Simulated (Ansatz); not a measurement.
# Hf_Al in AlN (P6_3mc): charge-transition levels and formation energies, part 2 of 2

Charge states of Hf_Al in AlN (P6_3mc), set against the band edges. Model: a cell of 72 host atoms with 1 Al taken out and 1 Hf put in.

Ansatz; place-levels on r2SCAN runs: charge-transition levels and formation energies with image-charge correction and potential alignment at the atomic sites; PAW set soft_1.

So far: Starting point; The runs of each charge state.

## 3. place-levels, r2SCAN

A charged cell interacts with its images and the background, and its potential has another zero than the host's. place-levels removes the first by a point-charge model, screened by the static dielectric constant since the ions have relaxed around the charge, and the second by comparing potentials at atoms far from the defect.

The host is a run of the defect-free crystal in the same cutoffs, grids and k-points, so that basis and sampling errors cancel in part in the differences. The host is run in a cell of 8 atoms on a matching mesh. Its band edges are searched through the zone by a band path, so the gap is smaller than, or equal to, that on the mesh. Chemical potentials are energies per atom of Al (fcc) and Hf (hcp), run with the same functional and cutoff.

levels.point.yaml reads:

```yaml
host:
  run: host.point.run
states: [qm1.point.run, q0_M1.point.run, qp1.point.run]
geometry_from:
  qm1.point.run: qm1.relax.run
  q0_M1.point.run: q0_M1.relax.run
  qp1.point.run: qp1.relax.run
  host.point.run: host.relax.run
chemical_potentials:
  Al:
    energy: -540.418346
    dataset: <sha256 of the dataset>
  Hf:
    energy: -15733.791958
    dataset: "<sha256 of the dataset>"
epsilon: [4.49, 4.49, 4.72]
static_epsilon: [8.15, 8.15, 9.65]
vertical:
  - { from: qm1.point.run, to: qm1.point_neutral.run }
  - { from: qp1.point.run, to: qp1.point_neutral.run }
```

On the command line:

```bash
ansatz place-levels levels.point.yaml -- --threads 4 --pin off --max-ram 7536MiB
```

The program printed:

```text
[... repeated set-up lines and file paths are left out, and long positions are rounded to six places ...]
(+1/0) 4.311 eV above the valence edge, 0.567 eV under the conduction edge
(0/-1) 5.044 eV above the valence edge, in the conduction band
formation energy of charge +1: -1.506 eV with the Fermi level at the valence edge
formation energy of charge 0: +2.805 eV with the Fermi level at the valence edge
formation energy of charge -1: +7.849 eV with the Fermi level at the valence edge
vertical -1 to 0: no energy, since no alignment is typed
  the change from vertical[0].from (qm1.point.run) to vertical[0].to (qm1.point_neutral.run): by its potential at epsilon [4.49, 4.49, 4.72] it stands at 0.643 0.638 0.530, with an rms radius of about 1.8 Å (1.3 1.0 0.8 Å across the planes of the cell's [...]
vertical +1 to 0: no energy, since no alignment is typed
  the change from vertical[1].from (qp1.point.run) to vertical[1].to (qp1.point_neutral.run): by its potential at epsilon [4.49, 4.49, 4.72] it stands at 0.519 0.577 0.538, with an rms radius of about 2.3 Å (1.6 1.2 1.1 Å across the planes of the cell's [...]
  edges by r2scan, gap 4.878 eV; the host is sampled to repeats of 18.64 Å
  the defect's cells are sampled to repeats of 18.64 Å, like sampling
  charge +1: -48627.3100 eV with its correction of +0.658 eV, at epsilon [8.15, 8.15, 9.65], aligned at sites: +0.3949 eV, mean over 33 atomic sites at or beyond 4.66 Å from the host's site at [0.4444, 0.5556, 0.4997] by the defect at [0.4444, 0.5556, [...]
  charge 0: +0.000 eV for its dipole among its images, +0.000 omitted
  charge -1: -48604.1186 eV with its correction of -0.209 eV, at epsilon [8.15, 8.15, 9.65], aligned at sites: +0.4718 eV, mean over 33 atomic sites at or beyond 4.66 Å from the host's site at [0.4444, 0.5556, 0.4997] by the defect at [0.4444, 0.5556, [...]
  of states[2] (qp1.point.run): it parts from the run at its places by a charge that spreads by about 1.6 Å along one vector (1.4 Å or more is wide), by its potential at epsilon [4.49, 4.49, 4.72], taken for that of held ions (one typed too small widens it), [...]
  of states[1] (q0_M1.point.run): its displacements don't fall off away from the defect: farther atoms stand 0.018 Å off the host's places. [...]
  of states[0] (qm1.point.run): its displacements don't fall off away from the defect: farther atoms stand 0.03 Å off the host's places. [...]
  of vertical[0].from (qm1.point.run): its displacements don't fall off away from the defect: farther atoms stand 0.03 Å off the host's places. [...]
  of vertical[0].to (qm1.point_neutral.run): its displacements don't fall off away from the defect: farther atoms stand 0.03 Å off the host's places. [...]
  of vertical[1].from (qp1.point.run): its displacements don't fall off away from the defect: farther atoms stand 0.012 Å off the host's places. [...]
  of vertical[1].to (qp1.point_neutral.run): its displacements don't fall off away from the defect: farther atoms stand 0.012 Å off the host's places. [...]
```

The job ended after 0.37 s (4 threads of Arm Neoverse V1, shared host).

Levels between the charges placed, in eV above the valence top:

|  | gap (eV) | (+1/0) | (0/−1) |
| --- | --- | --- | --- |
| r2SCAN | 4.88 | 4.31 | 5.04 |

Corrections by state:

| charge | moment (μB) | image terms and alignment (eV) | band filling (eV) | ε used | over the lowest of its charge, as the program ranks them, band filling apart (eV) |
| --- | --- | --- | --- | --- | --- |
| +1 | 0.0 | 0.658 | - | principal values (8.15, 8.15, 9.65) | 0.000 |
| 0 | 1.0 | 0.000 | - | - | 0.000 |
| −1 | 0.0 | -0.209 | - | principal values (8.15, 8.15, 9.65) | 0.000 |

The charged structures listed were also run neutral, and place-levels reads from each pair, by the potential or the spins, how wide the charge is by which they differ; that can be the carrier of either run.

| charge | rms radius (Å) | spread where it is widest against the cell (Å) | wide from (Å) | reading |
| --- | --- | --- | --- | --- |
| +1 | 2.3 | 1.63 | 1.40 | wide |
| −1 | 1.8 | 1.33 | 1.40 | narrow |

The neutral runs of these pairs need not share the spin of the lowest neutral state, and very wide values only mean spread over the cell.

From the program's caveats on the states, each cut to its opening words:

- charge +1: it parts from the run at its places by a charge that spreads by about 1.6 Å along one vector (1.4 Å or more is wide), by its potential at epsilon [4.49, 4.49, [...]
- charge +1: its displacements don't fall off away from the defect: farther atoms stand 0.012 Å off the host's places
- charge 0 (1 μB): its displacements don't fall off away from the defect: farther atoms stand 0.018 Å off the host's places
- charge 0 (1 μB): flagged: stability check not made
- charge −1: its displacements don't fall off away from the defect: farther atoms stand 0.03 Å off the host's places

Chemical potentials of the elements' reference phases, run alike. Formation energy by charge state (elemental references; gap 4.88 eV):

| charge | at valence top (eV) | at conduction bottom (eV) | correction included (eV) |
| --- | --- | --- | --- |
| +1 | -1.51 | 3.37 | 0.66 |
| 0 | 2.80 | 2.80 | 0.00 |
| −1 | 7.85 | 2.97 | -0.21 |

| Fermi level (eV) | lowest formation energy (eV) |
| --- | --- |
| 0.00 | -1.51 |
| 0.44 | -1.06 |
| 0.89 | -0.62 |
| 1.33 | -0.18 |
| 1.77 | 0.27 |
| 2.22 | 0.71 |
| 2.66 | 1.16 |
| 3.11 | 1.60 |
| 3.55 | 2.04 |
| 3.99 | 2.49 |
| 4.43 | 2.80 |
| 4.88 | 2.80 |

## 4. Effect of the sampling

The relaxations' own energies give the levels at their sampling, for comparison.

levels.relax_mesh.yaml reads:

```yaml
host:
  run: host.relax.run
states: [qm1.relax.run, q0_M1.relax.run, qp1.relax.run]
chemical_potentials:
  Al:
    energy: -540.418346
    dataset: <sha256 of the dataset>
  Hf:
    energy: -15733.791958
    dataset: "<sha256 of the dataset>"
```

On the command line:

```bash
ansatz place-levels levels.relax_mesh.yaml -- --threads 4 --pin off --max-ram 7536MiB
```

The program printed:

```text
(+1/0) 4.301 eV above the valence edge, 0.584 eV under the conduction edge
(0/-1) 5.064 eV above the valence edge, in the conduction band
formation energy of charge +1: -1.421 eV with the Fermi level at the valence edge
formation energy of charge 0: +2.881 eV with the Fermi level at the valence edge
formation energy of charge -1: +7.945 eV with the Fermi level at the valence edge
  edges by r2scan, gap 4.886 eV; the host is sampled to repeats of 13.64 Å
[... the lines on each state left out ...]
```

The job ended after 0.13 s (4 threads).

Levels between neighbouring charges, in eV above the valence top:

|  | gap (eV) | (+1/0) | (0/−1) |
| --- | --- | --- | --- |
| one point at (¼, ¼, ¼) | 4.89 | 4.30 | 5.06 |
| a 2×2×2 shifted mesh | 4.88 | 4.31 | 5.04 |

Going from one point at (¼, ¼, ¼) to a 2×2×2 shifted mesh moves the levels that carry no band-filling term by up to 0.02 eV and formation energies against the elements by up to 0.10 eV.

## 5. Results

| Quantity | Value |
| --- | --- |
| gap of the host | 4.88 eV (r2SCAN) |
| level (plus 1/0) | 4.31 eV above the valence top |
| level (0/minus 1) | 5.04 eV above the valence top, past the conduction bottom |
| lowest of the charges placed, just above the valence top (0.02 eV) | +1 |
| lowest of the charges placed, just below the conduction bottom (0.02 eV) | 0 |
| lowest formation energy at mid-gap of the charges run, elemental references | 0.93 eV |

In words: Of the charges placed (−1, 0 and +1), the lowest changes at 4.31 eV (+1/0) above the valence top, in a gap of 4.88 eV. (+1/0) lies nearer to a band edge than the share of the finite-size correction in it (0.66 eV), and that correction holds for a localised charge alone. Charges above +1 were not placed, so these runs say nothing of levels that involve them. States placed: +1 at 0 μB; 0 at 1 μB; −1 at 0 μB. Other spin states or structures, where not listed, weren't placed. Hf is taken at its element; compounds, which aren't counted here, bound the chemical potentials and would shift these formation energies. Going from one point at (¼, ¼, ¼) to a 2×2×2 shifted mesh moves the levels that carry no band-filling term by up to 0.02 eV and formation energies against the elements by up to 0.10 eV. Keep in mind: r2SCAN makes the gap too small and tends to spread out bound carriers; where a gas molecule sets a chemical potential or the host's formation energy, its binding is uncorrected; spin–orbit coupling, which can matter with heavy atoms, is left out.

[Logs are printed without paths, hosts, clocks, repeated set-up lines and the standing remarks that a program may print on its own settings, such as how far it seeks lower states.]

[Hosts, paths, dates, database ids (printed as entryN), source tags and the programs' standing remarks are cut or masked in the printed files.]

[Where a table of states has a column of steps, it counts the stored structures, which are thinned; the runs took as many ionic steps or more.]

[A defect's name tells the site on which it was built; relaxed atoms can leave that site.]

[For some hosts the program warned that the k-mesh of the response run may be too coarse for force constants and the static dielectric constant; such warnings are not shown here.]
